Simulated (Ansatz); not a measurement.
## CuO: equation of state with PBE

The system is CuO.

```
Cu O
1.0
     0.00000   -2.11656   -2.11656
    -2.11656    0.00000   -2.11656
     2.11656    2.11656   -4.23312
Cu O
2 2
Direct
  0.50389 0.47699 0.48801
  0.00389 0.97699 0.98801
  0.74611 0.77301 0.76199
  0.24611 0.27301 0.26199
```

The cell comes from a database or a generator and needn't be the stable form of this composition.

```yaml
Program: Ansatz 0.2.0
Task: equation of state
Functional: PBE
Potentials_or_basis: Ansatz NC
Cutoff: 1252 eV
Density_cutoff: 5007 eV
k_mesh: 10 × 10 × 6
Occupations: fermi-dirac, width 0.05 eV
Spin: no spin polarisation
```

```json
{
  "Equilibrium volume": "9.77 Å³/atom",
  "Bulk modulus at fixed shape and positions": "170 GPa",
  "Pressure derivative of the bulk modulus": "4.7"
}
```

Energy against volume, from the lowest point:
| volume (Å³/atom) | energy (meV/atom) |
| --- | --- |
| 8.913 | 47.43 |
| 9.103 | 27.51 |
| 9.292 | 13.38 |
| 9.482 | 4.44 |
| 9.671 | 0.14 |
| 9.861 | 0.00 |
| 10.051 | 3.58 |

All runs of the series together: 7 min on 2 threads of Arm Neoverse V2 (shared host).

Caveat: the cell was scaled at fixed shape and fractional positions, which overstates the stiffness of a crystal with free parameters, most of all of layers and chains; the run has no spin polarisation, though such a crystal can be magnetic.
